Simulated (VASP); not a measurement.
Input for VASP

INCAR:
```
! general
SYSTEM   =  Ti3SiC2
PREC     =  Accurate
ENCUT    =  400   ! plane-wave cut-off (eV)
LREAL    =  .FALSE.   ! projection in real space or not
LASPH    =  .TRUE.

! electronic loop
EDIFF    =  1E-6
NELM     =  100   ! most electronic steps
ALGO     =  Normal
LMAXMIX  =  4

! smearing
ISMEAR   =  0   ! Gaussian
SIGMA    =  0.1

! functional
GGA      =  RE

! ions
ISIF     =  2

! output
LWAVE    =  .FALSE.
LCHARG   =  .FALSE.
```

### POSCAR
```
Ti3SiC2
1
    3.0814910000     0.0000000000     0.0000000000
   -1.5407460000     2.6686490000     0.0000000000
    0.0000000000     0.0000000000    17.7618820000
Ti Si C
6 2 4
Direct
  0.6666670000   0.3333330000   0.3649200000
  0.3333330000   0.6666670000   0.6350800000
  0.3333330000   0.6666670000   0.8649200000
  0.6666670000   0.3333330000   0.1350800000
  0.0000000000   0.0000000000   0.5000000000
  0.0000000000   0.0000000000   0.0000000000
  0.0000000000   0.0000000000   0.7500000000
  0.0000000000   0.0000000000   0.2500000000
  0.3333330000   0.6666670000   0.4275100000
  0.6666670000   0.3333330000   0.5724900000
  0.6666670000   0.3333330000   0.9275100000
  0.3333330000   0.6666670000   0.0724900000
```

File KPOINTS:
```
Automatic
0
G
  8 8 2
0.5 0.5 0.5
```

POTCAR, in this order: Ti_sv Si C (PBE.64 set). Program: vasp_std.

### Question
Translate this revPBE calculation to Quantum ESPRESSO's pw.x.

### Answer
One equivalent input (not run):
```
&CONTROL
  calculation = 'scf'
  pseudo_dir = './pseudo'
  outdir = './out'
  tprnfor = .true.
  tstress = .true.
/
&SYSTEM
  ibrav = 0
  nat = 12
  ntyp = 3
  ecutwfc = 84
  occupations = 'smearing'
  smearing = 'gaussian'
  degauss = 0.00735
  input_dft = 'revpbe'
/
&ELECTRONS
  conv_thr = 7.3e-08
  electron_maxstep = 100
/
ATOMIC_SPECIES
  Ti 47.867 Ti.upf
  Si 28.085 Si.upf
  C 12.011 C.upf
CELL_PARAMETERS angstrom
     3.0814910    0.0000000    0.0000000
    -1.5407460    2.6686490    0.0000000
     0.0000000    0.0000000   17.7618820
ATOMIC_POSITIONS crystal
  Ti   0.6666670  0.3333330  0.3649200
  Ti   0.3333330  0.6666670  0.6350800
  Ti   0.3333330  0.6666670  0.8649200
  Ti   0.6666670  0.3333330  0.1350800
  Ti   0.0000000  0.0000000  0.5000000
  Ti   0.0000000  0.0000000  0.0000000
  Si   0.0000000  0.0000000  0.7500000
  Si   0.0000000  0.0000000  0.2500000
  C    0.3333330  0.6666670  0.4275100
  C    0.6666670  0.3333330  0.5724900
  C    0.6666670  0.3333330  0.9275100
  C    0.3333330  0.6666670  0.0724900
K_POINTS automatic
  8 8 2 1 1 1
```
Limits of the translation: the potentials are each code's own (VASP's PAW set, PseudoDojo norm-conserving files in pw.x), so ENCUT and ecutwfc are chosen apart and not converted; conv_thr bounds pw.x's estimated SCF error, while EDIFF bounds the energy change between steps.

The structure comes from a computed database's Ti3SiC2 entry, a phase known from measurement. The cell was not relaxed at this level. The run is one of a series of settings (GGA = RE, POTCAR Ti_sv Si C (PBE.64 set) against the base run), some of them coarse on purpose.
